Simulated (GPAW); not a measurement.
# free-standing square V monolayer, spacing 3.002 A: cost and accuracy of all numerical settings together

Aim: see how far moments and order energies of free-standing square V monolayer, spacing 3.002 A move with all numerical settings together, and what each rung costs.

Method: PBE; plane waves with GPAW's PAW setups, scalar-relativistic, in GPAW 26.7.0.

**1. Set-up**

The cell holds 1 atom: 1 V. Cell: a = 3.002 Å, b = 3.002 Å, c = 14.000 Å, α = 90.0°, β = 90.0°, γ = 90.0°. model lattice. Vacuum lies along c.

**2. Rung 1 (280 eV, mesh 4×4×1), start ferro +**

Several settings change at once from rung to rung, from a quick look to a careful run; the headings and inputs name them.

Contents of order1.py:

```python
import json
import numpy as np
from ase import Atoms
from ase.parallel import paropen, parprint
from gpaw import GPAW

atoms = Atoms(['V'],
    cell=[[3.002, 0.0, 0.0],
         [0.0, 3.002, 0.0],
         [0.0, 0.0, 14.0]],
    scaled_positions=[[0.0, 0.0, 0.5]],
    pbc=True,
    magmoms=[1.5])
atoms.calc = GPAW(mode={'name': 'pw', 'ecut': 280},
    xc='PBE',
    kpts={'size': (4, 4, 1), 'gamma': True},
    occupations={'name': 'fermi-dirac', 'width': 0.2},
    convergence={'density': 1e-05, 'energy': 1e-05},
    maxiter=200,
    symmetry={'tolerance': 1e-4},
    txt='order1.txt')
e = atoms.get_potential_energy(force_consistent=True)
res = {'free_energy': e, 'energy_sigma0': atoms.get_potential_energy(), 'fermi_energy': atoms.calc.get_fermi_level()}
res['moments'] = atoms.get_magnetic_moments().tolist()
res['total'] = atoms.get_magnetic_moment()
parprint('site moments (muB):', np.round(res['moments'], 3))
parprint(f"total moment: {res['total']:.3f} muB")
parprint(f'free energy: {e:.6f} eV')
atoms.calc.write('order1.gpw')
with paropen('results.json', 'w') as f:
    json.dump(res, f)
```

Started as:

```sh
$ OMP_NUM_THREADS=1 python3 order1.py > order1.log
```

Numbers of over 12 decimals in the logs are rounded to 6 here.

The log of the run:

```text
site moments (muB): [2.668]
total moment: 3.561 muB
free energy: -5.388417 eV

--- order1.txt ---
Input parameters:
  mode=PW(ecut=280),
  convergence={'density': 1e-05, 'energy': 1e-05},
  kpts=MonkhorstPack(size=(4, 4, 1), gamma=True),
  maxiter=200,
  occupations=Occupations(name='fermi-dirac', width=0.2),
  symmetry=Symmetry(tolerance=0.0001),
  xc=XC(name='PBE')

Diagonalizing LCAO Hamiltonian
Converting LCAO to pw mode
   .------.
  /|      |
 * |      |
 | |      |
 | |      |
 | |      |
 | |      |
 | |      |
 | |      |
 | |      |
 V |      |
 | |      |
 | |      |
 | |      |
 | |      |
 | |      |
 | |      |
 | .------.
 |/      /
 *------*

Atoms  # Å, Bohr magnetons
|   | symbol |        x |        y |        z |    initial magnetic moments |
|---|--------|----------|----------|----------|-----------------------------|
| 0 |      V | 0.000000 | 0.000000 | 7.000000 | ( 0.0000,  0.0000,  1.5000) |

Unit cell  # Å
| periodic |        x |        y |         z |   lengths |    angles |
|----------|----------|----------|-----------|-----------|-----------|
|      yes | 3.002000 | 0.000000 |  0.000000 |  3.002000 | 90.000000 |
|      yes | 0.000000 | 3.002000 |  0.000000 |  3.002000 | 90.000000 |
|      yes | 0.000000 | 0.000000 | 14.000000 | 14.000000 | 90.000000 |

Number of symmetries: 16

BZ-sampling:
  Number of BZ points: 16
  Number of IBZ points: 6

  Monkhorst-Pack size: [4, 4, 1]
  Monkhorst-Pack shift: [0.125, 0.125, 0.0]

Plane wave coefficients: 1356
Cutoff: 280.0 eV

Spin-components: 2 (collinear spins)
Bands:           13
Projectors:      6
Spin-degeneracy: 1
Datatype:        complex128

Parallelization:
  kpt:    1
  domain: 1
  band:   1

Density:
  Valence electrons: 13.0
  Components: 2
  Grid points: [12 12 56]
  Charge: 0.0  # |e|

Potential:
  Grid points: [12 12 56]

[... setups left out ...]
Reference energy: -25820.495562  # eV

eigensolver:
  PPCG
  Converge bands: occupied
  niter=2

density mixing:
  MSR1-Mixer
  Pratt-step length: 0.05
  Maximum mixing coefficient: 0.75
  Old densities: 10
  SVD Regularization: 0.005
  Good broyden scale: 1.0
  Trust region scale: 1.0
  Backstep threshold: 4.0
  History deletion threshold: 6.0
  Fourier metric: weight=20.0, sigma=0.015

occupation numbers:
  Fermi-Dirac:
    width: 0.2000  # eV

poisson solver:
  ecut: 2240.0  # eV

xc functional:
  name: PBE with 2 nearest neighbor stencil

convergence criteria:
- Maximum integral of absolute [dens]ity change: 1e-05 electrons / valence electron
- Maximum [total energy] change in last 3 cyles: 1e-05 eV / valence electron
- Maximum integral of absolute [eigenst]ate change: 4e-08 eV^2 / valence electron
maximum number of iterations: 200

SCF iterations
|iter     |      energy | eigst |  dens |  magmom |
|---------|-------------|-------|-------|---------|
|iter:   1|       0s |   -4.862490 | -0.10 |       |  +1.5053|
|iter:   2|       0s |   -4.829352 | -1.27 | -0.87 |  +1.5461|
|iter:   3|       0s |   -4.956497 | -1.74 | -0.91 |  +2.0470|
|iter:   4|       1s |   -5.104661 | -1.97 | -1.01 |  +2.5673|
|iter:   5|       1s |   -5.213035 | -2.11 | -1.21 |  +3.2168|
|iter:   6|       1s |   -5.224609 | -2.64 | -1.65 |  +3.4625|
|iter:   7|       1s |   -5.224465 | -3.62 | -2.17 |  +3.4607|
|iter:   8|       1s |   -5.225474 | -3.83 | -2.35 |  +3.5498|
|iter:   9|       1s |   -5.224992 | -4.34 | -2.73 |  +3.5416|
|iter:  10|       1s |   -5.224609 | -4.40 | -3.06 |  +3.5577|
|iter:  11|       1s |   -5.224572 | -5.56 | -3.59 |  +3.5602|
|iter:  12|       2s |   -5.224523c| -5.98 | -4.09 |  +3.5610|
|iter:  13|       2s |   -5.224518c| -6.84 | -4.57 |  +3.5615|
|iter:  14|       2s |   -5.224520c| -7.54c| -5.30c|  +3.5614|

Converged in 14 steps
Energy contributions relative to reference atoms: (reference = -25820.495562)

Energy contributions:
  Kinetic:          -2.481465
  Coulomb:           3.778844
  Zero:              0.110244
  External:          0.000000
  Xc:               -6.468247
  Entropy:          -0.327794
  Spinorbit:         0.000000
  ----------------------------
  Free energy:      -5.388417
  Extrapolated:     -5.224520

dipole moment: (-7.060928, -7.060928, 0.000000)  # |e|*Ang

Total magnetic moment: (0.000000, 0.000000, 3.561441)

Local magnetic moments
|        x |        y |        z |
|----------|----------|----------|
| 0.000000 | 0.000000 | 2.667709 |  # V    0

Fermi level: -2.301
Eigenvalues  # (at kpt = [0.000, 0.000, 0.000])
| band index |      eig [eV] | occ [0-1] |      eig [eV] | occ [0-1] |
|------------|---------------|-----------|---------------|-----------|
|          0 |       -67.369 |     1.000 |       -64.624 |     1.000 |
|          1 |       -41.259 |     1.000 |       -38.571 |     1.000 |
|          2 |       -41.170 |     1.000 |       -38.571 |     1.000 |
|          3 |       -41.170 |     1.000 |       -38.309 |     1.000 |
|          4 |        -6.485 |     1.000 |        -5.169 |     1.000 |
|          5 |        -4.197 |     1.000 |        -1.524 |     0.020 |
|          6 |        -3.253 |     0.991 |        -0.928 |     0.001 |
|          7 |        -2.091 |     0.260 |        -0.856 |     0.001 |
|          8 |        -2.014 |     0.192 |         0.660 |     0.000 |
|          9 |        -2.014 |     0.192 |         0.660 |     0.000 |
|         10 |        -1.341 |     0.008 |         0.664 |     0.000 |
|         11 |         1.165 |     0.000 |         1.596 |     0.000 |
|         12 |         2.193 |     0.000 |         2.665 |     0.000 |

No gap
No difference between direct/indirect transitions
```

Run time: 3.3 s. Hardware: 1 MPI rank of AMD EPYC 9R45, shared host; peak memory 0.14 GiB.

Numbers from this step:

- magnetization: 3.561 μB
- final state: ferromagnetic
- largest moment: 2.668 μB

After 14 cycles the largest moment stands at 2.67 μB.

**3. Rung 1 (280 eV, mesh 4×2×1), start antiferro q=(0,1/2,0) +-**

The second start gives the energy difference between the two end states, the quantity that is followed up the ladder. Its q is in fractions of the reciprocal vectors of the first run's cell.

order2.py is the script of step 2 with these lines changed:

```diff
@@ -6,12 +6,13 @@
 
-atoms = Atoms(['V'],
+atoms = Atoms(['V', 'V'],
     cell=[[3.002, 0.0, 0.0],
-         [0.0, 3.002, 0.0],
+         [0.0, 6.004, 0.0],
          [0.0, 0.0, 14.0]],
-    scaled_positions=[[0.0, 0.0, 0.5]],
+    scaled_positions=[[0.0, 0.0, 0.5],
+         [0.0, 0.5, 0.5]],
     pbc=True,
-    magmoms=[1.5])
+    magmoms=[1.5, -1.5])
 atoms.calc = GPAW(mode={'name': 'pw', 'ecut': 280},
     xc='PBE',
-    kpts={'size': (4, 4, 1), 'gamma': True},
+    kpts={'size': (4, 2, 1), 'gamma': True},
     occupations={'name': 'fermi-dirac', 'width': 0.2},
@@ -20,3 +21,3 @@
     symmetry={'tolerance': 1e-4},
-    txt='order1.txt')
+    txt='order2.txt')
 e = atoms.get_potential_energy(force_consistent=True)
@@ -28,3 +29,3 @@
 parprint(f'free energy: {e:.6f} eV')
-atoms.calc.write('order1.gpw')
+atoms.calc.write('order2.gpw')
 with paropen('results.json', 'w') as f:
```

Started as:

```sh
$ OMP_NUM_THREADS=1 python3 order2.py > order2.log
```

The log of the run:

```text
site moments (muB): [ 2.722 -2.722]
total moment: 0.000 muB
free energy: -11.002224 eV

--- order2.txt ---
Input parameters:
  mode=PW(ecut=280),
  convergence={'density': 1e-05, 'energy': 1e-05},
  kpts=MonkhorstPack(size=(4, 2, 1), gamma=True),
  maxiter=200,
  occupations=Occupations(name='fermi-dirac', width=0.2),
  symmetry=Symmetry(tolerance=0.0001),
  xc=XC(name='PBE')

Diagonalizing LCAO Hamiltonian
Converting LCAO to pw mode
     .------.
    /|      |
   / |      |
  /  |      |
 *   |      |
 |   |      |
 |   |      |
 |   |      |
 |   |      |
 |   |      |
 | V |      |
 |   |      |
 V   |      |
 |   |      |
 |   |      |
 |   |      |
 |   |      |
 |   .------.
 |  /      /
 | /      /
 |/      /
 *------*

Atoms  # Å, Bohr magnetons
|   | symbol |        x |        y |        z |    initial magnetic moments |
|---|--------|----------|----------|----------|-----------------------------|
| 0 |      V | 0.000000 | 0.000000 | 7.000000 | ( 0.0000,  0.0000,  1.5000) |
| 1 |      V | 0.000000 | 3.002000 | 7.000000 | ( 0.0000,  0.0000, -1.5000) |

Number of symmetries: 8

BZ-sampling:
  Number of BZ points: 8
  Number of IBZ points: 6

  Monkhorst-Pack size: [4, 2, 1]
  Monkhorst-Pack shift: [0.125, 0.25, 0.0]

Plane wave coefficients: 2704
Cutoff: 280.0 eV

Spin-components: 2 (collinear spins)
Bands:           20
Projectors:      12
Spin-degeneracy: 1
Datatype:        complex128

Parallelization:
  kpt:    1
  domain: 1
  band:   1

Density:
  Valence electrons: 26.0
  Components: 2
  Grid points: [12 24 56]
  Charge: 0.0  # |e|

Potential:
  Grid points: [12 24 56]

[... setups left out ...]
[...]
|iter:  12|       4s |  -10.692533c| -5.48 | -3.64 |  +0.0000|
|iter:  13|       4s |  -10.692517c| -6.38 | -4.10 |  +0.0000|
|iter:  14|       5s |  -10.692505c| -6.98 | -4.55 |  +0.0000|
|iter:  15|       5s |  -10.692501c| -7.46c| -5.17c|  +0.0000|

Converged in 15 steps
Energy contributions relative to reference atoms: (reference = -51640.991124)

Energy contributions:
  Kinetic:          -6.285433
  Coulomb:           9.172923
  Zero:              0.227162
  External:          0.000000
  Xc:              -13.497430
  Entropy:          -0.619446
  Spinorbit:         0.000000
  ----------------------------
  Free energy:     -11.002224
  Extrapolated:    -10.692501

dipole moment: (-14.086352, -14.086352, 0.000000)  # |e|*Ang

Total magnetic moment: (0.000000, 0.000000, 0.000003)

Local magnetic moments
|        x |        y |         z |
|----------|----------|-----------|
| 0.000000 | 0.000000 |  2.722362 |  # V    0
| 0.000000 | 0.000000 | -2.722360 |  # V    1

Fermi level: -2.271
Eigenvalues  # (at kpt = [0.000, 0.000, 0.000])
| band index |      eig [eV] | occ [0-1] |      eig [eV] | occ [0-1] |
|------------|---------------|-----------|---------------|-----------|
|          0 |       -67.130 |     1.000 |       -67.130 |     1.000 |
|        ... |               |           |               |           |
|          4 |       -40.938 |     1.000 |       -40.938 |     1.000 |
|          5 |       -38.331 |     1.000 |       -38.331 |     1.000 |
|          6 |       -38.226 |     1.000 |       -38.226 |     1.000 |
|          7 |       -38.136 |     1.000 |       -38.136 |     1.000 |
[...]
|         16 |        -1.476 |     0.018 |        -1.476 |     0.018 |
|         17 |        -0.327 |     0.000 |        -0.327 |     0.000 |
|         18 |         0.152 |     0.000 |         0.152 |     0.000 |
|         19 |         0.679 |     0.000 |         0.679 |     0.000 |

No gap
No difference between direct/indirect transitions
```

Run time: 7.1 s. Hardware: 1 MPI rank; peak memory 0.18 GiB.

Numbers from this step:

| Quantity | Value |
| --- | --- |
| magnetization | 0 μB |
| final state | antiferromagnetic |
| largest moment | 2.722 μB |

This start lies -112.7 meV a seeded atom from the first; its largest moment is 2.72 μB.

**4. Rung 2 (380 eV, mesh 6×6×1), start ferro +**

order1.py is the script of step 2 with these lines changed:

```diff
@@ -13,6 +13,6 @@
     magmoms=[1.5])
-atoms.calc = GPAW(mode={'name': 'pw', 'ecut': 280},
+atoms.calc = GPAW(mode={'name': 'pw', 'ecut': 380},
     xc='PBE',
-    kpts={'size': (4, 4, 1), 'gamma': True},
-    occupations={'name': 'fermi-dirac', 'width': 0.2},
+    kpts={'size': (6, 6, 1), 'gamma': True},
+    occupations={'name': 'fermi-dirac', 'width': 0.15},
     convergence={'density': 1e-05, 'energy': 1e-05},
```

Started as:

```sh
$ OMP_NUM_THREADS=1 python3 order1.py > order1.log
```

The log of the run:

```text
site moments (muB): [2.582]
total moment: 3.390 muB
free energy: -5.408056 eV

--- order1.txt ---
Input parameters:
  mode=PW(ecut=380),
  convergence={'density': 1e-05, 'energy': 1e-05},
  kpts=MonkhorstPack(size=(6, 6, 1), gamma=True),
  maxiter=200,
  occupations=Occupations(name='fermi-dirac', width=0.15),
  symmetry=Symmetry(tolerance=0.0001),
  xc=XC(name='PBE')

Diagonalizing LCAO Hamiltonian
[...]
|          3 |       -41.245 |     1.000 |       -38.379 |     1.000 |
|          4 |        -6.434 |     1.000 |        -5.253 |     1.000 |
[...]
|          9 |        -2.074 |     0.122 |         0.540 |     0.000 |
|         10 |        -1.391 |     0.001 |         0.540 |     0.000 |
|         11 |         1.171 |     0.000 |         1.608 |     0.000 |
|         12 |         2.202 |     0.000 |         2.667 |     0.000 |

No gap
No difference between direct/indirect transitions


[key lines of the parts left out:]
Free energy:      -5.408056
Converged in 15 steps
dipole moment: (-7.072136, -7.072136, 0.000000)  # |e|*Ang
Fermi level: -2.370
```

The job ended after 5.2 s (1 MPI rank; peak memory 0.17 GiB).

This step gave:

| Property | Result |
| --- | --- |
| magnetization | 3.390 μB |
| final state | ferromagnetic |
| largest moment | 2.582 μB |

The largest moment moves by -0.09 μB from rung 1, at 1.6 times its CPU time.

**5. Rung 2 (380 eV, mesh 6×3×1), start antiferro q=(0,1/2,0) +-**

order2.py is the script of step 3 with these lines changed:

```diff
@@ -14,6 +14,6 @@
     magmoms=[1.5, -1.5])
-atoms.calc = GPAW(mode={'name': 'pw', 'ecut': 280},
+atoms.calc = GPAW(mode={'name': 'pw', 'ecut': 380},
     xc='PBE',
-    kpts={'size': (4, 2, 1), 'gamma': True},
-    occupations={'name': 'fermi-dirac', 'width': 0.2},
+    kpts={'size': (6, 3, 1), 'gamma': True},
+    occupations={'name': 'fermi-dirac', 'width': 0.15},
     convergence={'density': 1e-05, 'energy': 1e-05},
```

Started as:

```sh
$ OMP_NUM_THREADS=1 python3 order2.py > order2.log
```

The log of the run:

```text
site moments (muB): [ 2.726 -2.726]
total moment: 0.000 muB
free energy: -11.070663 eV

--- order2.txt ---
Input parameters:
  mode=PW(ecut=380),
  convergence={'density': 1e-05, 'energy': 1e-05},
  kpts=MonkhorstPack(size=(6, 3, 1), gamma=True),
  maxiter=200,
  occupations=Occupations(name='fermi-dirac', width=0.15),
  symmetry=Symmetry(tolerance=0.0001),
  xc=XC(name='PBE')

Diagonalizing LCAO Hamiltonian
[...]
|          6 |       -38.276 |     1.000 |       -38.276 |     1.000 |
|          7 |       -38.264 |     1.000 |       -38.263 |     1.000 |
[...]
|         16 |        -1.450 |     0.002 |        -1.450 |     0.002 |
|         17 |        -0.412 |     0.000 |        -0.412 |     0.000 |
|         18 |         0.092 |     0.000 |         0.092 |     0.000 |
|         19 |         0.644 |     0.000 |         0.644 |     0.000 |

No gap
No difference between direct/indirect transitions


[key lines of the parts left out:]
Free energy:     -11.070663
Converged in 17 steps
dipole moment: (-14.115738, -14.115738, 0.000000)  # |e|*Ang
Fermi level: -2.407
```

It took 14 s on 1 MPI rank; peak memory 0.22 GiB.

Read from the output:

```yaml
magnetization: 0 μB
final_state: antiferromagnetic
largest_moment: 2.726 μB
```

This start lies -127.3 meV a seeded atom from the first, a change of -14.6 meV since rung 1; its largest moment is 2.73 μB.

**6. Rung 3 (500 eV, mesh 8×8×1), start ferro +**

order1.py is the script of step 4 with these lines changed:

```diff
@@ -13,6 +13,6 @@
     magmoms=[1.5])
-atoms.calc = GPAW(mode={'name': 'pw', 'ecut': 380},
+atoms.calc = GPAW(mode={'name': 'pw', 'ecut': 500},
     xc='PBE',
-    kpts={'size': (6, 6, 1), 'gamma': True},
-    occupations={'name': 'fermi-dirac', 'width': 0.15},
+    kpts={'size': (8, 8, 1), 'gamma': True},
+    occupations={'name': 'fermi-dirac', 'width': 0.1},
     convergence={'density': 1e-05, 'energy': 1e-05},
```

Started as:

```sh
$ OMP_NUM_THREADS=1 python3 order1.py > order1.log
```

The log of the run:

```text
site moments (muB): [2.549]
total moment: 3.348 muB
free energy: -5.390077 eV

--- order1.txt ---
Input parameters:
  mode=PW(ecut=500),
  convergence={'density': 1e-05, 'energy': 1e-05},
  kpts=MonkhorstPack(size=(8, 8, 1), gamma=True),
  maxiter=200,
  occupations=Occupations(name='fermi-dirac', width=0.1),
  symmetry=Symmetry(tolerance=0.0001),
  xc=XC(name='PBE')

Diagonalizing LCAO Hamiltonian
[...]
|          3 |       -41.324 |     1.000 |       -38.462 |     1.000 |
|          4 |        -6.446 |     1.000 |        -5.284 |     1.000 |
[...]
|          9 |        -2.078 |     0.022 |         0.429 |     0.000 |
|         10 |        -1.466 |     0.000 |         0.429 |     0.000 |
|         11 |         1.176 |     0.000 |         1.611 |     0.000 |
|         12 |         2.208 |     0.000 |         2.670 |     0.000 |

No gap
No difference between direct/indirect transitions


[key lines of the parts left out:]
Free energy:      -5.390077
Converged in 14 steps
dipole moment: (-7.081133, -7.081133, 0.000000)  # |e|*Ang
Fermi level: -2.457
```

The job ended after 8.4 s (1 MPI rank; peak memory 0.2 GiB).

Numbers from this step:

* magnetization: 3.348 μB
* final state: ferromagnetic
* largest moment: 2.549 μB

The largest moment moves by -0.03 μB from rung 2, at 1.6 times its CPU time.

(Continued in part 2 of 2.)

[Logs and program files are shortened in this print: banners, set-up blocks, solver, clock and traceback lines can be left out without a mark of their own.]

[Logs are printed without paths, hosts, clocks, repeated set-up lines and the standing remarks that a program may print on its own settings, such as how far it seeks lower states.]

[Hosts, paths, dates, database ids (printed as entryN), source tags and the programs' standing remarks are cut or masked in the printed files.]

[Where a cell is said to come from a database of computed structures, the database is the Materials Project.]
